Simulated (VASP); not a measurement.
Input of a VASP 6.6.1 run:

INCAR

```
SYSTEM = CdTe
PREC = Accurate
ENCUT = 520
EDIFF = 1E-6
ISMEAR = -1
SIGMA = 0.05
LREAL = .False.
LASPH = .True.
NELM = 100
ALGO = Normal
ISIF = 2
LWAVE = .False.
LCHARG = .True.
GGA = PS
IVDW = 13
LELF = .True.
LVHAR = .True.
NBANDS = 16
```

File KPOINTS:

```
regular mesh
0
Gamma
  7 7 7
  0 0 0
```

Contents of POSCAR:

```
CdTe
1.0
    0.0000000000      3.2206114393      3.2206114393
    3.2206114393      0.0000000000      3.2206114393
    3.2206114393      3.2206114393      0.0000000000
Te Cd
1 1
Direct
    0.7500000000      0.7500000000      0.7500000000
    0.0000000000      0.0000000000      0.0000000000
```

Potentials or basis: VASP PAW PBE potentials, release 64 (Te, Cd).

Run with:

```sh
$ cat potpaw_PBE.64/Te/POTCAR potpaw_PBE.64/Cd/POTCAR > POTCAR
$ mpirun -np 1 vasp_std > vasp.out
```

Question: Estimate the band gap on the k mesh.

Answer: 0.72 eV, direct.

Question: What does it give for the dispersion energy per atom?

Answer: -0.218 eV.

Question: What does it give for the pressure?

Answer: 0.2 GPa.

Caveat: the PAW data sets were made with another functional, which shifts forces and pressure a little; spin-orbit coupling is left out, which moves the levels of the heavy elements.

**What was measured.**

From a printed reference work, data compilation, for a bulk crystal of CdTe at 0 K: band gap 1.607 eV.

Against the measured gap of CdTe, 1.607 eV (0 K; a printed reference work, data compilation), the calculated 0.72 eV is off by -0.89 eV. Spin-orbit coupling on Cd, Te is left out. The value is that of PBEsol+D4, without temperature or zero-point motion. Semilocal functionals fall short of measured gaps as a rule.
